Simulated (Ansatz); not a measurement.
Input and command of a plane-wave DFT calculation in Ansatz:

```yaml
crystal:
  lattice:
    - [0.0, 3.595041, 3.52455]
    - [3.52455, 0.0, 3.52455]
    - [3.52455, 3.595041, 0.0]
  atoms:
    - { symbol: K, position: [0.0, 0.0, 0.0] }
    - { symbol: I, position: [0.5, 0.5, 0.5] }
basis:
  ecutwfc: 420
kpoints:
  mp_grid: { grid: [6, 6, 6] }
hamiltonian:
  xc: pbe
scf:
  occupations: { method: gaussian, width: 0.05 }
output:
  forces: true
  stress: true
  eigenvalues: true
```

```bash
ansatz run input.yaml --threads 1 --pin off --max-ram 2560MiB --backend cpu --events-out ev --progress --plain --runs-dir out
```

Processor: Arm Neoverse V1, 1 thread, on a host shared with other jobs.

Question: Estimate time, memory and problem size.

Answer: About 3 s on 1 thread of Arm Neoverse V1 (shared host), peak memory 0.35 GiB. It solves 17 bands at 30 k points (the mesh reduced by symmetry) with about 1793 plane waves, in 6 SCF iterations.
